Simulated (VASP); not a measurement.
Write the native input for VASP 6.6.1 that does the following.

* Task: relaxation of cell and atoms
* Functional: PBE
* Potentials or basis: VASP PAW PBE potentials, release 64 (Cd, Te)
* Cutoff: 520 eV
* k mesh: 7 × 7 × 7
* Occupations: gaussian, width 0.1 eV
* Spin: no spin polarisation
* Further INCAR settings: ALGO = Normal; EDIFF = 1e-06; IBRION = 2; EDIFFG = -0.01; NSW = 90; ISIF = 3

The structure of CdTe lies in POSCAR:

```
CdTe
1.0
    0.0000000000      3.2050000000      3.2050000000
    3.2050000000      0.0000000000      3.2050000000
    3.2050000000      3.2050000000      0.0000000000
Cd Te
1 1
Direct
    0.0000000000      0.0000000000      0.0000000000
    0.7500000000      0.7500000000      0.7500000000
```

These files were run (other wordings do the same):

INCAR

```
  PREC = Accurate
  ENCUT = 520
  EDIFF = 1E-6
  ISMEAR = 0
  SIGMA = 0.1
  LREAL = F
  LASPH = T
  NELM = 120
  ALGO = Normal
  ISIF = 3
  LWAVE = F
  LCHARG = F
  GGA = PE
  IBRION = 2
  NSW = 90
  EDIFFG = -0.01
```

KPOINTS

```
Automatic mesh
0
Gamma
  7 7 7
```

Potentials or basis: VASP PAW PBE potentials, release 64 (Cd, Te).

The run is started by

```sh
$ cat potpaw_PBE.64/Cd/POTCAR potpaw_PBE.64/Te/POTCAR > POTCAR
$ mpirun -np 1 vasp_std > vasp.out
```

Results of the run:

| Property | Result |
| --- | --- |
| Relaxed volume | 36.31 Å³/atom |
| Relaxed cell | a = 4.683 Å, b = 4.683 Å, c = 4.683 Å, α = 60.00°, β = 60.00°, γ = 60.00° |
| Space group after relaxing (to 0.05 Å) | F-43m (No. 216) |
| Energy gained by relaxing | 42.6 meV/atom |
| Ionic steps | 3 |
| Pressure after relaxing | 0.0 GPa |
| Band gap on the k mesh | 0.58 eV, direct |

Caveat: spin-orbit coupling is left out, which moves the levels of the heavy elements; the volume moved by +10 % from the deposited cell, more than functionals usually miss.

Run time: 30 s on 1 thread of Intel(R) Xeon(R) Platinum 8488C (Sapphire Rapids), on a shared host, peak memory 0.22 GiB.
